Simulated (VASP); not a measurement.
# CoO (R-3m) in VASP: single point with PBE+D3(BJ)

Aim: the single point of CoO with PBE+D3(BJ).

Everything below comes from runs of VASP 6.6.1. Logs are shortened: lines on timing, memory, paths and dates and some standing lists are left out, and cuts for length are marked.

## Step 1: The cell of the first run

The structure is trigonal, space group R-3m (No. 166). Conventional cell: a = 3.079 Å, b = 3.079 Å, c = 6.772 Å, α = 90.00°, β = 90.00°, γ = 120.00°. Around Co (site symmetry -3m) lie 6 O at 2.11 Å. O (site symmetry -3m) is surrounded by 6 Co at 2.11 Å.

Measurements of this composition are mostly on another form, of space group No. 225.

## Step 2: Single point, PBE+D3(BJ), collinear spin, typed start (relaxed again under DFT PBE+D3(BJ), scalar-relativistic, plane waves, PAW)

Input file INCAR:

```
SYSTEM = CoO
PREC = Accurate
ENCUT = 520
EDIFF = 1E-6
ISMEAR = 0
SIGMA = 0.1
LREAL = .False.
LASPH = .True.
NELM = 150
ALGO = Normal
ISIF = 2
LWAVE = .False.
LCHARG = .True.
ISPIN = 2
MAGMOM = 2.7 0.34
LORBIT = 11
LMAXMIX = 4
GGA = PE
IVDW = 12
LELF = .True.
LVHAR = .True.
NBANDS = 18
```

Input file KPOINTS:

```
regular mesh
0
Gamma
  18 18 18
  0 0 0
```

Input file POSCAR:

```
CoO
1.0
    1.5395024231      0.8888321384      2.2574210762
   -1.5395024231      0.8888321384      2.2574210762
    0.0000000000     -1.7776642768      2.2574210762
Co O
1 1
Direct
    0.0000000000      0.0000000000      0.0000000000
    0.5000000000      0.5000000000      0.5000000000
```

Potentials or basis: VASP PAW PBE potentials, release 64 (Co, O).

On the command line:

```bash
$ cat potpaw_PBE.64/Co/POTCAR potpaw_PBE.64/O/POTCAR > POTCAR
$ mpirun -np 1 vasp_std > vasp.out
```

OUTCAR:

```text
SYSTEM = CoO
   PREC = Accurate
   ENCUT = 520
   EDIFF = 1E-6
   ISMEAR = 0
   LREAL = .False.
   LASPH = .True.
   NELM = 150
   ISIF = 2
   ISPIN = 2
   LORBIT = 11
   GGA = PE
   IVDW = 12
 IVDW          = 12

 ion  position               nearest neighbor table
   1  0.000  0.000  0.000-   2 2.11   2 2.11   2 2.11   2 2.11   2 2.11   2 2.11
   2  0.500  0.500  0.500-   1 2.11   1 2.11   1 2.11   1 2.11   1 2.11   1 2.11

  LATTYP: Found a trigonal (rhomboedric) cell.
 ALAT       =     2.8733325941
 COS(alpha) =     0.4258584856

  Lattice vectors:

 A1 = (   1.5395024231,   0.8888321384,   2.2574210762)
 A2 = (  -1.5395024231,   0.8888321384,   2.2574210762)
 A3 = (   0.0000000000,  -1.7776642768,   2.2574210762)

Analysis of symmetry for initial positions (statically):
=====================================================================
 Subroutine PRICEL returns:
 Original cell was already a primitive cell.

 Routine SETGRP: Setting up the symmetry group for a
 trigonal (rhombohedral) supercell.

 Subroutine GETGRP returns: Found 12 space group operations
 (whereof 12 operations were pure point group operations)
 out of a pool of 12 trial point group operations.

The static configuration has the point symmetry D_3d.

Analysis of symmetry for dynamics (positions and initial velocities):
=====================================================================
 Subroutine PRICEL returns:
 Original cell was already a primitive cell.

 Routine SETGRP: Setting up the symmetry group for a
 trigonal (rhombohedral) supercell.

 Subroutine GETGRP returns: Found 12 space group operations
 (whereof 12 operations were pure point group operations)
 out of a pool of 12 trial point group operations.

The dynamic configuration has the point symmetry D_3d.

Analysis of structural, dynamic, and magnetic symmetry:
=====================================================================
 Subroutine PRICEL returns:
 Original cell was already a primitive cell.

 Routine SETGRP: Setting up the symmetry group for a
 trigonal (rhombohedral) supercell.

 Subroutine GETGRP returns: Found 12 space group operations
 (whereof 12 operations were pure point group operations)
 out of a pool of 12 trial point group operations.

The overall configuration has the point symmetry D_3d.

 Subroutine INISYM returns: Found 12 space group operations
 (whereof 12 operations are pure point group operations),
 and found     1 'primitive' translations

----------------------------------------------------------------------------------------

                                     Primitive cell

  volume of cell :      18.5338

  direct lattice vectors                    reciprocal lattice vectors
     1.539502423  0.888832138  2.257421076     0.324780262  0.187511972  0.147661124
    -1.539502423  0.888832138  2.257421076    -0.324780262  0.187511972  0.147661124
     0.000000000 -1.777664277  2.257421076     0.000000000 -0.375023943  0.147661124

  length of vectors
     2.873332594  2.873332594  2.873332594     0.403046853  0.403046853  0.403046853

  position of ions in fractional coordinates (direct lattice)
     0.000000000  0.000000000  0.000000000
     0.500000000  0.500000000  0.500000000

  ion indices of the primitive-cell ions
   primitive index   ion index
                 1           1
                 2           2

----------------------------------------------------------------------------------------

 KPOINTS: regular mesh

Automatic generation of k-mesh.
 Grid dimensions read from file:
 generate k-points for:   18   18   18

 Generating k-lattice:

  Cartesian coordinates                     Fractional coordinates (reciprocal lattice)
     0.018043348  0.010417332  0.008203396     0.055555556  0.000000000  0.000000000
    -0.018043348  0.010417332  0.008203396     0.000000000  0.055555556  0.000000000
     0.000000000 -0.020834664  0.008203396     0.000000000  0.000000000  0.055555556

  Length of vectors
     0.022391492  0.022391492  0.022391492

  Shift w.r.t. Gamma in fractional coordinates (k-lattice)
     0.000000000  0.000000000  0.000000000

 Subroutine IBZKPT returns following result:
 ===========================================

 Found    580 irreducible k-points:

 Following reciprocal coordinates:
            Coordinates               Weight
  0.000000  0.000000  0.000000      1.000000
  0.055556  0.000000  0.000000      6.000000
  0.111111  0.000000  0.000000      6.000000
  0.166667  0.000000  0.000000      6.000000
  0.222222  0.000000  0.000000      6.000000
  0.277778  0.000000  0.000000      6.000000
[... 16 lines left out ...]
 -0.277778  0.055556 -0.000000     12.000000
 -0.222222  0.055556 -0.000000     12.000000
 [... further k-points ...]
   k-points           NKPTS =    580   k-points in BZ     NKDIM =    580   number of bands    NBANDS=     18
   number of dos      NEDOS =    301   number of ions     NIONS =      2
   total plane-waves  NPLWV =  13824
   dimension x,y,z NGX =    24 NGY =   24 NGZ =   24
   dimension x,y,z NGXF=    48 NGYF=   48 NGZF=   48
   ions per type =               1   1
   NGX,Y,Z   is equivalent  to a cutoff of  13.89, 13.89, 13.89 a.u.
   NGXF,Y,Z  is equivalent  to a cutoff of  27.77, 27.77, 27.77 a.u.
 SYSTEM =  CoO
   PREC   = accura    normal or accurate (medium, high low for compatibility)
   ISTART =      0    job   : 0-new  1-cont  2-samecut
   ICHARG =      2    charge: 1-file 2-atom 10-const
   ISPIN  =      2    spin polarized calculation?
   LNONCOLLINEAR =      F non collinear calculations
   LSORBIT =      F    spin-orbit coupling
   LASPH  =      T    aspherical Exc in radial PAW
   ENCUT  =  520.0 eV  38.22 Ry    6.18 a.u.   5.34  5.34  5.34*2*pi/ulx,y,z
   NELM   =    150;   NELMIN=  2; NELMDL= -5     # of ELM steps
   EDIFF  = 0.1E-05   stopping-criterion for ELM
   LREAL  =      F    real-space projection
   EDIFFG = 0.1E-04   stopping-criterion for IOM
   NSW    =      0    number of steps for IOM
   IBRION =     -1    ionic relax: 0-MD 1-quasi-New 2-CG
   NFREE  =      0    steps in history (QN), initial steepest desc. (CG)
   ISIF   =      2    stress and relaxation
   ISYM   =      2    0-nonsym 1-usesym 2-fastsym
   POTIM  = 0.5000    time-step for ionic-motion
   TEBEG  =    0.0;   TEEND  =   0.0 temperature during run
   PSTRESS=    0.0 pullay stress
   NELECT =      15.0000    total number of electrons
   NUPDOWN=      -1.0000    fix difference up-down
   EMIN   =  10.00;   EMAX   =-10.00  energy-range for DOS
   EFERMI =   0.00;   METHOD = LEGACY
   ISMEAR =     0;   SIGMA  =   0.10  broadening in eV -4-tet -1-fermi 0-gaus
   EFERMI_NEDOS =   21; number of points for ismear=-14 and -15
   IALGO  =     38    algorithm
   IMIX   =      4    mixing-type and parameters
     AMIX     =   0.40;   BMIX     =  1.00
     AMIX_MAG =   1.60;   BMIX_MAG =  1.00
  volume/ion in A,a.u.               =       9.27        62.54
  Fermi-wavevector in a.u.,A,eV,Ry     =   1.525635  2.883032 31.668399  2.327562
  Thomas-Fermi vector in A             =   2.633778
   LORBIT       =     11    0 simple, 1 ext, 2 COOP (PROOUT), +10 PAW based schemes
   GGA     = PE    functional components
   LHFCALC =     F    Hartree Fock is set to
   AEXX    =    0.0000 exact exchange contribution
   IVDW    =    12    specifies the selected vdW correction
   LEPSILON=     F    determine dielectric tensor
   LRPA    =     F    only Hartree local field effects (RPA)
 spin polarized calculation
 Gauss-broadening in eV      SIGMA  =   0.10
  energy-cutoff  :      520.00
  volume of cell :       18.53
 maximum number of plane-waves:       510
 NGX is ok and might be reduce to    24
   NGX = 11   NGY = 11   NGZ = 11

 number of electron      15.0000005 magnetization       2.7625562

 Free energy of the ion-electron system (eV)
  ---------------------------------------------------
  ext. energy  EPLUGINS =         0.00000000
  ---------------------------------------------------
  free energy    TOTEN  =       -13.05910451 eV

  energy without entropy =      -13.04256964  energy(sigma->0) =      -13.05083707

 E-fermi :   8.4413     XC(G=0): -12.6595

 val. band max:        8.4408966484   @ k =  -0.2222   0.2222   0.0000
 cond. band min:       8.4416047992   @ k =   0.5000   0.5000   0.4444
 fundamental gap:      0.0007081508
 Fermi energy:         8.4412826068

 spin component 1

 k-point     1 :       0.0000    0.0000    0.0000
  band No.  band energies     occupation
      1     -12.0642      1.00000
      2       5.0258      1.00000
      3       5.0258      1.00000
      4       5.0826      1.00000
      5       5.0826      1.00000
      6       5.3437      1.00000
[... 10 lines left out ...]
     17      32.6441      0.00000
     18      34.1212      0.00000
[... 463 lines left out ...]
 k-point    24 :      -0.2222    0.0556   -0.0000
  band No.  band energies     occupation
      1     -11.5059      1.00000
      2       2.0068      1.00000
      3       3.0767      1.00000
      4       3.4910      1.00000
      5       5.6036      1.00000
      6       5.8551      1.00000
[... 10 lines left out ...]
     17      35.6443      0.00000
     18      36.9753      0.00000

 [... further k-points ...]

 spin component 2

 k-point     1 :       0.0000    0.0000    0.0000
  band No.  band energies     occupation
      1     -11.6128      1.00000
      2       5.5060      1.00000
      3       5.5060      1.00000
      4       6.1925      1.00000
      5       7.0707      1.00000
      6       7.0707      1.00000
[... 10 lines left out ...]
     17      33.5911      0.00000
     18      34.9243      0.00000
[... 463 lines left out ...]
 k-point    24 :      -0.2222    0.0556   -0.0000
  band No.  band energies     occupation
      1     -11.0412      1.00000
      2       2.6146      1.00000
      3       4.2643      1.00000
      4       4.7983      1.00000
      5       7.6145      1.00000
      6       7.8627      1.00000
[... 10 lines left out ...]
     17      36.1270      0.00000
     18      37.5698      0.00000

 [... further k-points ...]

------------------------ aborting loop because EDIFF is reached ----------------------------------------

 Edisp (eV)   -0.46236

 E8    (eV) :    -0.1760

  FORCE on cell =-STRESS in cart. coord.  units (eV):
  Direction    XX          YY          ZZ          XY          YZ          ZX
  --------------------------------------------------------------------------------------
  -------------------------------------------------------------------------------------
  Total      -0.09183    -0.09183    -0.05525     0.00000     0.00000    -0.00000
  in kB      -7.93810    -7.93810    -4.77619     0.00000     0.00000    -0.00000
  external pressure =       -6.88 kB  Pullay stress =        0.00 kB

 VOLUME and BASIS-vectors are now :
 -----------------------------------------------------------------------------
  energy-cutoff  :      520.00
  volume of cell :       18.53
      direct lattice vectors                 reciprocal lattice vectors
     1.539502423  0.888832138  2.257421076     0.324780262  0.187511972  0.147661124
    -1.539502423  0.888832138  2.257421076    -0.324780262  0.187511972  0.147661124
     0.000000000 -1.777664277  2.257421076     0.000000000 -0.375023943  0.147661124

 POSITION                                       TOTAL-FORCE (eV/Angst)
 -----------------------------------------------------------------------------------
      0.00000      0.00000      0.00000        -0.000000     -0.000000     -0.000000
      0.00000      0.00000      3.38613         0.000000      0.000000      0.000000
 -----------------------------------------------------------------------------------
    total drift:                               -0.000000      0.000000     -0.000000

  FREE ENERGIE OF THE ION-ELECTRON SYSTEM (eV)
  ---------------------------------------------------
  free  energy   TOTEN  =       -13.5214641094 eV

  energy  without entropy=      -13.5049292386  energy(sigma->0) =      -13.51319667

 total charge

# of ion       s       p       d       tot
------------------------------------------
    1        0.306   0.382   7.178   7.866
    2        1.558   3.434   0.000   4.992
--------------------------------------------------
tot          1.864   3.816   7.178  12.858

 magnetization (x)

# of ion       s       p       d       tot
------------------------------------------
    1        0.020   0.019   2.412   2.451
    2        0.029   0.237   0.000   0.266
--------------------------------------------------
tot          0.049   0.256   2.412   2.717
```

It took 4.5 min on 1 thread of AMD EPYC 9R45 (Zen 5), shared host; peak memory 0.37 GiB.

Results:

| Item | Value |
| --- | --- |
| Free energy | -13.5215 eV |
| Pressure | -0.7 GPa |
| Band gap on the k mesh | none (metal or under the smearing width) |
| Net moment | 2.76 μB per cell |
| Site moments | Co +2.45; O +0.27 μB |
| Valence electrons inside the program's atomic spheres | Co 7.87; O 4.99 |
| Dispersion energy per atom | -0.231 eV |

Levels at points of the mesh, in eV from the Fermi level:
Spin up:
| k point | band 7 | band 8 | band 9 | band 10 | band 11 | band 12 |
| --- | --- | --- | --- | --- | --- | --- |
| (0.00, 0.00, 0.00) | -3.10 | -2.81 | -2.73 | 1.27 | 16.91 | 17.60 |
| (0.50, 0.00, 0.00) | -1.69 | 0.10 | 0.29 | 5.38 | 9.36 | 13.65 |
| (0.50, 0.50, 0.00) | -2.31 | -1.98 | -1.95 | 6.19 | 10.00 | 12.14 |
| (0.50, 0.50, 0.50) | -1.40 | 0.36 | 0.36 | 4.65 | 11.08 | 12.29 |
Spin down:
| k point | band 3 | band 4 | band 5 | band 6 | band 7 | band 8 | band 9 | band 10 |
| --- | --- | --- | --- | --- | --- | --- | --- | --- |
| (0.00, 0.00, 0.00) | -2.94 | -2.25 | -1.37 | -1.37 | -0.97 | 0.04 | 0.04 | 1.83 |
| (0.50, 0.00, 0.00) | -5.00 | -4.32 | -0.42 | -0.34 | 0.39 | 2.59 | 2.81 | 5.65 |
| (0.50, 0.50, 0.00) | -4.42 | -3.56 | -2.40 | 0.06 | 0.09 | 0.57 | 0.98 | 7.04 |
| (0.50, 0.50, 0.50) | -5.34 | -5.34 | 0.05 | 0.05 | 0.34 | 2.91 | 2.91 | 4.91 |

Caveat: a cell with one magnetic atom can't hold antiferromagnetic order, which such compounds often take; semilocal functionals often make such compounds metallic where correlation or magnetic order opens a gap, which also shifts bond lengths; pairwise dispersion overbinds metals, which lowers pressure and volume.
